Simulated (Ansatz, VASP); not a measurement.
## One calculation of C, two programs

```xyz
4
Lattice="2.4665 0.0000 0.0000 -1.2332 2.1360 0.0000 0.0000 0.0000 8.5026" Properties=species:S:1:pos:R:3 pbc="T T T"
C     0.0000    0.0000    0.0213
C     0.0000    0.0000    4.2726
C     0.0000    1.4240    0.0213
C     1.2332    0.7120    4.2726
```

Alike in both runs: functional PBE; k mesh 21 × 21 × 6; occupations gaussian, width 0.1 eV; no spin polarisation.

Ansatz relaxed the structure, and its values are those at the end. VASP's run is a single point on that final structure, the one shown.

|  | VASP | Ansatz |
| --- | --- | --- |
| version | VASP 6.6.1 | Ansatz 0.2.0 |
| potentials or method | VASP PAW PBE potentials, release 64 (C) | scalar-relativistic, plane waves, PAW |
| plane-wave cutoff (eV) | 520 | 420 |
| valence electrons in the cell | 16 | 16 |

|  | VASP | Ansatz | Ansatz less VASP |
| --- | --- | --- | --- |
| gap on the k mesh at the Fermi level (eV) | none | none | - |
| pressure (GPa) | 0.4 | 0.0 | -0.36 |

A gap of «none» marks a metal or a gap that the smearing closes.

Caveats: this functional lacks dispersion, which binds the layers, so the pressure and a relaxed spacing across them are unreliable.
